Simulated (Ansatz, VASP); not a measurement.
# Two plane-wave programs on RbBr

Contents of INCAR:

```
PREC = Accurate
ENCUT = 520
EDIFF = 1E-6
ISMEAR = 0
SIGMA = 0.05
LREAL = False
LASPH = True
NELM = 60
ALGO = Normal
ISIF = 2
LWAVE = False
LCHARG = False
GGA = PE
NBANDS = 15
```

Contents of KPOINTS:

```
Automatic mesh
0
Gamma
  6 6 6
```

POSCAR

```
RbBr
1.0
    4.7632083042      0.0000000000      0.0000000000
    0.0000000000      4.7632083042      0.0000000000
    0.0000000000      0.0000000000      3.0960853977
Rb Br
1 1
Direct
    0.0000000000      0.0000000000      0.0000000000
    0.5000000000      0.5000000000      0.5000000000
```

Input for Ansatz:

```yaml
crystal:
  lattice:
    - [4.7632083042, 0.0, 0.0]
    - [0.0, 4.7632083042, 0.0]
    - [0.0, 0.0, 3.0960853977]
  atoms:
    - { symbol: Rb, position: [0.0, 0.0, 0.0] }
    - { symbol: Br, position: [0.5, 0.5, 0.5] }
basis:
  ecutwfc: 420
kpoints:
  mp_grid: { grid: [6, 6, 6] }
hamiltonian:
  xc: pbe
scf:
  occupations: { method: gaussian, width: 0.05 }
output:
  forces: true
  stress: true
  eigenvalues: true
```

Alike in both runs: task single point; functional PBE; k mesh 6 × 6 × 6; occupations gaussian, width 0.05 eV; no spin polarisation.

```csv
,VASP,Ansatz
version,VASP 6.6.1,Ansatz 0.2.0
potentials or method,"VASP PAW PBE potentials, release 64 (Rb_sv, Br)","scalar-relativistic, plane waves, PAW"
plane-wave cutoff (eV),520,420
valence electrons in the cell,16,16
```

```tsv
	VASP	Ansatz	Ansatz less VASP
gap on the k mesh at the Fermi level (eV)	0.67	0.67	+0.001
least direct gap on the mesh (eV)	0.70	0.71	+0.001
pressure (GPa)	3.4	3.3	-0.05
largest component of the traceless stress (GPa)	15.28	15.24	-0.041
```

A k mesh can miss the band edges.
